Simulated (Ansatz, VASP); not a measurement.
MgO in VASP and in Ansatz

```
Mg O
1.0
     3.61708    0.00000    0.00000
    -1.80854    3.13249    0.00000
     0.00000    0.00000    3.90108
Mg O
2 2
Direct
  0.65457 0.30915 0.75000
  0.34543 0.69085 0.25000
  0.67557 0.35114 0.25000
  0.32443 0.64886 0.75000
```

Change from the starting cell: mode 5 frozen in at -0.073 Å, strain +e along z and -e/2 along x and y -0.0700.

Alike in both runs: task single point; functional PBEsol; k mesh 9 × 9 × 6; occupations gaussian, width 0.05 eV; no spin polarisation.

|  | VASP | Ansatz |
| --- | --- | --- |
| version | VASP 6.6.1 | Ansatz 0.2.0 |
| potentials or method | VASP PAW PBE potentials, release 64 (Mg, O) | scalar-relativistic, plane waves, PAW |
| plane-wave cutoff (eV) | 520 | 520 |
| valence electrons in the cell | 16 | 32 |

VASP gave:

```
gap on the k mesh at the Fermi level (eV)       : 3.37
least direct gap on the mesh (eV)               : 3.37
pressure (GPa)                                  : 4.0
largest component of the traceless stress (GPa) : 16.32
rms of the force components (eV/Å)              : 0.283
```

Estimate Ansatz's values.

gap on the k mesh at the Fermi level (eV): 3.38; least direct gap on the mesh (eV): 3.38; pressure (GPa): 4.5; largest component of the traceless stress (GPa): 16.17; rms of the force components (eV/Å): 0.279.

Atom by atom the forces differ by 0.004 eV/Å (rms over components). The two sets of potentials don't hold the same shells in valence. Ansatz warned: «pseudo_functional_mismatch».

Caveats: the PAW data sets were made with another functional, which shifts forces and pressure a little (VASP).
